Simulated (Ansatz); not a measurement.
**TiC (Fm-3m): electronic heat capacity and spin susceptibility from the density of states**

Theory: Ansatz 0.2.0, DFT PBE, scalar-relativistic, plane waves, PAW.

Settings: cutoff 420 eV, Γ-centred mesh 16×16×16 on the computed 2-atom cell, Gaussian smearing of 0.10 eV; no spin polarisation.

Relaxed cell: Fm-3m, a = 4.333 Å, b = 4.333 Å, c = 4.333 Å, α = 90.00°, β = 90.00°, γ = 90.00°, 2 atoms in the primitive cell.

The density of states at the Fermi level is 0.279 states/eV in the cell of 2 atoms (1 formula unit; both spins, tetrahedra on a 24×24×24 mesh).

What Sommerfeld coefficient and Pauli susceptibility does this give?

Per formula unit N(E_F) = 0.279 states/eV. γ = (π²/3) k_B² N(E_F) N_A = 2.357 mJ/(mol K²) per state/eV, so γ = 0.7 mJ/(mol K²), a mole of formula units. χ_P = μ_B² N(E_F) N_A = 3.23×10⁻⁵ emu/mol per state/eV gives 0.9×10⁻⁵ emu/mol. This is the bare band result: a measured γ of the same phase is as a rule larger by a factor 1 + λ from phonons and spin fluctuations, the spin part of χ is larger by the Stoner factor, and a measured χ also holds orbital and core terms. N(E_F) at one energy is sensitive to the mesh where the density of states has sharp peaks.